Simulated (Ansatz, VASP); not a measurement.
Two plane-wave programs on HfSi2O6

```xyz
9
Lattice="3.5651 0.0000 0.0000 -1.7826 3.0875 0.0000 0.0000 0.0000 7.4710" Properties=species:S:1:pos:R:3 pbc="T T T"
Hf    0.0000    0.0000    0.0000
Si    0.0000    2.0583    4.8490
Si    1.7826    1.0292    2.6220
O     0.0000    2.0583    6.6720
O     1.7826    1.0292    4.3416
O     0.0000    0.0000    2.1208
O     0.0000    0.0000    5.3502
O     0.0000    2.0583    3.1294
O     1.7826    1.0292    0.7990
```

Alike in both runs: functional PBE; k mesh 12 × 12 × 4; occupations gaussian, width 0.02 eV; no spin polarisation.

Ansatz relaxed the structure, and its values are those at the end. VASP's run is a single point on that final structure, the one shown.

|  | VASP | Ansatz |
| --- | --- | --- |
| version | VASP 6.6.1 | Ansatz 0.2.0 |
| potentials or method | VASP PAW PBE potentials, release 64 (Hf_pv, Si, O) | scalar-relativistic, plane waves, PAW |
| plane-wave cutoff (eV) | 520 | 420 |
| valence electrons in the cell | 54 | 70 |

|  | VASP | Ansatz | Ansatz less VASP |
| --- | --- | --- | --- |
| gap on the k mesh at the Fermi level (eV) | 1.88 | 1.90 | +0.025 |
| least direct gap on the mesh (eV) | 1.88 | 1.90 | +0.025 |
| pressure (GPa) | -1.3 | 0.0 | +1.27 |
| rms of the force components (eV/Å) | 0.057 | 0.001 | -0.0566 |

The two sets of potentials don't hold the same shells in valence.

Caveats: spin-orbit coupling is left out, which moves the levels of the heavy elements. A k mesh can miss the band edges. Expect the measured gap to be larger: semilocal functionals such as PBE lack the derivative discontinuity.
